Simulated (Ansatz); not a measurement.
The system is MoS2.

```
Mo S
1.0
     1.58000    0.91221    6.15000
    -1.58000    0.91221    6.15000
     0.00000   -1.82443    6.15000
Mo S
1 2
Cartesian
  0.0000 0.0000 0.0000
  0.0000 0.0000 7.6936
  0.0000 0.0000 4.6125
```

Measurements of this composition are mostly on another form, of space group No. 194.

* Program: Ansatz 0.2.0
* Task: single point
* Functional: PBE
* Potentials or basis: Ansatz PAW
* Cutoff: 420 eV (not typed: the program's choice for these potentials)
* k mesh: 10 × 10 × 10
* Occupations: fermi-dirac, width 0.05 eV
* Spin: no spin polarisation

On this cell: pressure 5.4 GPa; largest force 0.521 eV/Å; band gap on the k mesh 0.95 eV, indirect (least direct gap 1.96 eV).

The same run follows on a disturbed copy (atoms moved at random, drawn with an rms of 0.05 Å):

```
CELL_PARAMETERS angstrom
1.58000 0.91221 6.15000
-1.58000 0.91221 6.15000
0.00000 -1.82443 6.15000
ATOMIC_POSITIONS crystal
Mo 0.00109 0.99465 0.00229
S 0.39382 0.43175 0.43359
S 0.24200 0.24394 0.26031
```

Problem. What changes?

Solution. The energy moves by +11.0 meV/atom; pressure 2.0 GPa; largest force 1.208 eV/Å; band gap on the k mesh 0.89 eV, indirect (least direct gap 1.91 eV).

Forces on the atoms (eV/Å):
```
Mo  -0.774 -0.508  0.776
S    0.611  0.252 -0.584
S    0.162  0.256 -0.192
```

Stress tensor (GPa, compression positive):
```
 2.03 -0.70  2.08
-0.70  3.01  0.02
 2.08  0.02  1.02
```

A k mesh can miss the band edges.
